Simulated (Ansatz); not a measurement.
Runs of Ansatz 0.2.0 on Be. It takes space group P6_3/mmc (No. 194, hexagonal). Conventional cell: a = 2.285 Å, b = 2.285 Å, c = 3.584 Å, α = 90.00°, β = 90.00°, γ = 120.00°. Be (site symmetry -6m2) has 12 Be at 2.23 to 2.29 Å as nearest neighbours. 

```csv
task,level,potentials or basis,spin,cell,k mesh,cutoff (eV),smearing,driver,points for each segment of the path,delta,atoms under strain,other keys,gap on the mesh (eV),pressure (GPa),moment (μB),largest force (eV/Å)
band structure,exchange-only PBE,PseudoDojo standard,"collinear, ferrimagnetic start","atoms moved at random, drawn with an rms of 0.1 Å",10 × 10 × 6,1197,fermi-dirac 0.1 eV,chain,14,-,-,-,none,7.0,0.00,0.31
electron localisation function,revPBE,PseudoDojo stringent,"collinear, ferromagnetic start",as given,13 × 13 × 8,1442,cold 0.05 eV,chain,-,-,-,scf.n_extra_bands = 4,none,0.6,0.00,-
atomic charges,LDA,Ansatz NC or PseudoDojo by element,off,cell strained at random at fixed volume,10 × 10 × 6,1197,fermi-dirac 0.01 eV,chain,-,-,-,-,none,-7.6,-,0.06
single point,HSE06+D3(BJ),PseudoDojo PBEsol,off,as given,10 × 10 × 6,1197,fermi-dirac 0.05 eV,chain,-,-,-,-,none,(a),-,-
```

Fill in the values left out.

(a) -9.9.

Caveats: the potentials were made for another functional, which shifts forces and pressure (some runs); the starting moments weren't kept (some runs); pairwise dispersion overbinds metals, which lowers pressure and volume (some runs); the thresholds are loose for stress (some runs).

A gap of «none» marks a metal or a gap under the smearing width.

Runs at the PBE level aren't shown here.
